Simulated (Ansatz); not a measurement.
**Squeezing Ru (bcc type)**

```yaml
crystal:
  lattice:
    - [-1.52702, 1.52702, 1.52702]
    - [1.52702, -1.52702, 1.52702]
    - [1.52702, 1.52702, -1.52702]
  atoms:
    - { symbol: Ru, position: [0.00000, 0.00000, 0.00000] }
```

The cell comes from a relaxation on PAW files under the same functional, begun from a prototype that needn't be the stable phase.

Its volume is scaled at fixed shape and fractional positions.

Level of theory: DFT with PBE, scalar-relativistic, in Ansatz 0.2.0; a Γ-centred 18×18×18 k mesh, Fermi–Dirac smearing of 0.08 eV, no spin polarisation. LAPW: all electrons, basis error target 1 meV/atom; PAW: frozen-core files, cutoff 420 eV; crystal datasets: all electrons, by PAW datasets that the program makes for each cell; norm-conserving: pseudopotentials, cutoff 1143 eV; PAW (cutoff 600 eV): frozen-core files, cutoff 600 eV.

Energies are extrapolated to zero smearing and count from the unscaled cell; pressure is positive in compression; gaps take the mesh and a band path. No temperature or zero-point motion is included.

| V/V0 | V (Å³/atom) | P LAPW (GPa) | ΔE LAPW (eV/atom) | P PAW − LAPW (GPa) | ΔE PAW − LAPW (meV/atom) |
| --- | --- | --- | --- | --- | --- |
| 1.00 | 14.24 | -0.10 | 0.000 | 0.08 | 0.0 |
| 0.92 | 13.10 | 28.3 | 0.090 | 0.12 | 0.7 |
| 0.84 | 11.96 | 73.5 | ? | 0.15 | 1.7 |
| 0.76 | 10.82 | 146.0 | 1.195 | 0.14 | 2.8 |
| 0.68 | 9.68 | 264.1 | 2.616 | 0.06 | 3.5 |
| 0.60 | 8.55 | 461.4 | 5.133 | -0.14 | 3.3 |
| 0.52 | 7.41 | 802.8 | 9.511 | -0.39 | 1.4 |
| 0.45 | 6.41 | 1324 | ? | -0.54 | -1.7 |

(1) What belongs in the row "0.45", column "ΔE LAPW (eV/atom)"?

(2) What belongs in the row "0.84", column "ΔE LAPW (eV/atom)"?

(3) Fit the Vinet equation to the LAPW pressures over the whole range, with residuals weighted by 1/(|P| + 0.03·Pmax).

(4) From the table, what is the rise of the enthalpy H = E + pV up to the last row, and how stiff is the crystal between the last two rows?

(5) At the smallest volume, how far do crystal datasets and norm-conserving and PAW (cutoff 600 eV) lie from LAPW in pressure?

(6) How do the Löwdin populations by LAPW change from the unscaled cell to the last row?

Results:

(1) 15.983.

(2) 0.437.

(3) V0 = 14.24 Å³/atom, B0 = 276 GPa and B0′ = 4.96, and the fit misses no point by more than 2.4 GPa. A fit over so wide a range pins B0 less well than one near rest.

(4) ΔH = 15.983 eV + (1324 GPa × 6.41 Å³ + 0.10 GPa × 14.24 Å³) × 0.006242 eV/(GPa·Å³) = 68.96 eV/atom, of which pV makes 77 %. The mean bulk modulus there is −ΔP/Δln V = 3610 GPa.

(5) crystal datasets: 0.00 GPa; norm-conserving: +4.23 GPa; PAW (cutoff 600 eV): -0.99 GPa, on a LAPW pressure of 1324 GPa.

(6) Ru 4s 1.96 → 1.87, Ru 5s 0.78 → 0.52, Ru 4p 5.99 → 5.95, Ru 4d 7.17 → 7.57 electrons an atom. These are projections on the shells that the free atoms fill; 0.09 e a cell lies outside them at the start and 0.11 e at the end.
